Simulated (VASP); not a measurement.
ZnO: relaxation of cell and atoms with PBE

The system is ZnO.

```
CELL_PARAMETERS angstrom
3.24931 0.00000 0.00000
-1.62465 2.81398 0.00000
0.00000 0.00000 5.20571
ATOMIC_POSITIONS crystal
Zn 0.33333 0.66667 0.50000
Zn 0.66667 0.33333 0.00000
O 0.66667 0.33333 0.37901
O 0.33333 0.66667 0.87901
```

```json
{
  "Program": "VASP 6.6.1",
  "Task": "relaxation of cell and atoms",
  "Functional": "PBE",
  "Potentials or basis": "VASP PAW PBE potentials, release 64 (Zn, O)",
  "Cutoff": "600 eV",
  "k mesh": "9 × 9 × 5",
  "Occupations": "gaussian, width 0.03 eV",
  "Spin": "no spin polarisation",
  "Further INCAR settings": "ALGO = Normal; EDIFF = 1e-06; IBRION = 2; EDIFFG = -0.01; NSW = 90; ISIF = 3"
}
```

- Relaxed volume: 12.39 Å³/atom
- Relaxed cell: a = 3.286 Å, b = 3.286 Å, c = 5.300 Å, α = 90.00°, β = 90.00°, γ = 120.00°
- Space group after relaxing (to 0.05 Å): P6_3mc (No. 186)
- Energy gained by relaxing: 8.9 meV/atom
- Ionic steps: 14
- Pressure after relaxing: 0.1 GPa
- Band gap on the k mesh: 0.72 eV, direct

Forces on the atoms (eV/Å):
```
Zn   0.000  0.000  0.003
Zn   0.000  0.000  0.003
O    0.000  0.000 -0.003
O    0.000  0.000 -0.003
```

Step by step:
| step | energy change (eV) | largest force (eV/Å) | pressure (GPa) | volume (Å³) |
| --- | --- | --- | --- | --- |
| 1 | 0.0000 | 0.0741 | 5.83 | 47.60 |
| 2 | -0.0270 | 0.0268 | -2.61 | 50.64 |
| 3 | -0.0357 | 0.0011 | -0.01 | 49.59 |
| 4 | -0.0357 | 0.0022 | -0.06 | 49.63 |
| 5 | -0.0357 | 0.0108 | -0.01 | 49.62 |
| 6 | -0.0357 | 0.0152 | -0.10 | 49.62 |
| 7 | -0.0358 | 0.0116 | -0.01 | 49.57 |
| 8 | -0.0357 | 0.0100 | 0.08 | 49.54 |
| 9 | -0.0357 | 0.0103 | 0.14 | 49.54 |
| 10 | -0.0358 | 0.0109 | 0.11 | 49.56 |
| 11 | -0.0358 | 0.0125 | 0.00 | 49.56 |
| 12 | -0.0358 | 0.0103 | 0.12 | 49.56 |
| 13 | -0.0358 | 0.0121 | 0.06 | 49.56 |
| 14 | -0.0358 | 0.0025 | 0.06 | 49.57 |

Final structure:
```cif
data_structure
_symmetry_space_group_name_H-M 'P 1'
_symmetry_Int_Tables_number 1
_cell_length_a 3.2864
_cell_length_b 3.2864
_cell_length_c 5.2998
_cell_angle_alpha 90.000
_cell_angle_beta 90.000
_cell_angle_gamma 120.000
_cell_volume 49.57
loop_
_atom_site_label
_atom_site_type_symbol
_atom_site_fract_x
_atom_site_fract_y
_atom_site_fract_z
_atom_site_occupancy
Zn1 Zn 0.33333 0.66667 0.49982 1
Zn2 Zn 0.66667 0.33333 0.99982 1
O1 O 0.66667 0.33333 0.37919 1
O2 O 0.33333 0.66667 0.87919 1
```

Levels at points of the mesh, in eV from the valence-band top:
```tsv
k point	band 15	band 16	band 17	band 18	band 19	band 20	band 21	band 22
(0.00, 0.00, 0.00)	-0.75	-0.08	0.00	0.00	0.72	5.07	8.06	12.69
```

Wall time 2.9 min on 1 thread of Intel(R) Xeon(R) Platinum 8488C (Sapphire Rapids), on a shared host, peak memory 0.2 GiB.

Expect the measured gap to be larger: semilocal functionals such as PBE lack the derivative discontinuity. PBE usually gives volumes a little too large and moduli too small.
